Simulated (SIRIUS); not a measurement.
# Ca under changes of volume

One of the cells (44.504 Å³/atom); the others are scaled copies at fixed shape and fractional positions:

```
Ca
1.0
     0.00000    2.81271    2.81271
     2.81271    0.00000    2.81271
     2.81271    2.81271    0.00000
Ca
1
Direct
  0.00000 0.00000 0.00000
```

```yaml
Program: SIRIUS 7.10.0
Functional: PBE
Potentials_or_basis: PseudoDojo 0.4.1 PBE standard (scalar relativistic)
Cutoff: 937 eV
Density_cutoff: 3749 eV
k_mesh: 8 × 8 × 8
Occupations: fermi-dirac, width 0.05 eV
Spin: no spin polarisation
```

| volume (Å³/atom) | energy over the lowest point (meV/atom) | pressure (GPa) |
| --- | --- | --- |
| 41.014 | ? | ? |
| 41.886 | 0.00 | 0.1 |
| 42.759 | 0.47 | -0.3 |
| 44.504 | 6.73 | -0.9 |
| 45.377 | 12.22 | -1.1 |
| 46.250 | 19.10 | -1.4 |

Problem. What does the run at 41.014 Å³/atom give?

Solution. Energy over the lowest point 1.53 meV/atom; pressure 0.5 GPa.

Worked out: A Birch-Murnaghan fit of order 3 (a polynomial in V^(-2/3)) to the other rows has its minimum at 42.11 Å³/atom with B0 = V·E''(V) = 17.3 GPa and B' = 3.4. It gives 1.53 meV/atom at 41.014 Å³/atom, against the run's 1.53, and -dE/dV = 0.5 GPa, against 0.5.

Energies are extrapolated to zero smearing.
